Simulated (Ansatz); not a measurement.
## Comparing deformations in BiTe

All numbers below come from DFT PBE, scalar-relativistic, plane waves, PAW in Ansatz. Cutoff 420 eV, Γ-centred 16×16×16 k-points, Gaussian smearing of 0.15 eV. Spin–orbit coupling is left out, which can shift energies with elements as heavy as these. No spin polarisation. Energies are free energies at this smearing, counted from the undisturbed cell; pressure is positive in compression.

The undisturbed cell (relaxed at this level; it needn't be the usual structure):

```
CELL_PARAMETERS angstrom
0.00000 3.25119 3.25119
3.25119 0.00000 3.25119
3.25119 3.25119 0.00000
ATOMIC_POSITIONS crystal
Bi 0.00000 0.00000 0.00000
Te 0.50000 0.50000 0.50000
```

The cell is strained by ε times a Voigt pattern (xx, yy, zz, yz, xz, xy; engineering shear) with fractional coordinates fixed. τ = (1/V0) dE/dε comes from the stress tensor. Of each scan, only the three points used here are listed.

| pattern | ε | τ (GPa) |
| --- | --- | --- |
| (1, 1, 0, 0, 0, 0) | -0.0150 | -3.99 |
| (1, 1, 0, 0, 0, 0) | 0.0000 | -0.07 |
| (1, 1, 0, 0, 0, 0) | 0.0150 | 3.24 |
| (0, 0, 1, 0, 0, 0) | -0.0150 | -1.63 |
| (0, 0, 1, 0, 0, 0) | 0.0000 | -0.03 |
| (0, 0, 1, 0, 0, 0) | 0.0150 | 1.34 |
| (0, 0, 0, 0, 0, 1) | -0.0075 | -0.0005 |
| (0, 0, 0, 0, 0, 1) | 0.0000 | 0.0000 |
| (0, 0, 0, 0, 0, 1) | 0.0075 | 0.0005 |
| (1, -1, 0, 0, 0, 0) | -0.0187 | -3.03 |
| (1, -1, 0, 0, 0, 0) | 0.0000 | 0.00 |
| (1, -1, 0, 0, 0, 0) | 0.0187 | 3.03 |

**Question.** Which constants do the scans give, and which deformation costs least for the same size of strain tensor?

**Answer.** The slope dτ/dε at zero (parabola through three points) is pᵀCp: (1, 1, 0, 0, 0, 0) gives 2(C11 + C12) = 241 GPa; (0, 0, 1, 0, 0, 0) gives C11 = 99 GPa; (0, 0, 0, 0, 0, 1) gives C44 = 0.1 GPa; (1, -1, 0, 0, 0, 0) gives 2(C11 − C12) = 162 GPa. The size of the strain tensor, ε:ε, is ε² times 2.0, 1.0, 0.5, 2.0. Per unit of it the stiffnesses are 121, 99, 0.1, 81 GPa, so (0, 0, 0, 0, 0, 1) is the softest of these: at ε:ε = (1 %)² the quadratic term costs 0.00 meV/atom against 1.29 for the stiffest. The starting stress shifts them by about its own size.

**Question.** What else follows for this cubic crystal?

**Answer.** From the unrounded slopes C11 = 99.1 and C12 = 21.4 GPa, so B = (C11 + 2 C12)/3 = 47 GPa and the Poisson ratio for a pull along a cube edge is C12/(C11 + C12) = 0.18. Symmetry also asks 2(C11 − C12) = 156 GPa, against 162 from its own scan.

**Question.** How anisotropic is this cubic crystal?

**Answer.** Zener's ratio 2 C44/(C11 − C12) = 0.00; it is 1 for an isotropic solid.

In a metal these slopes depend on the k mesh and the smearing.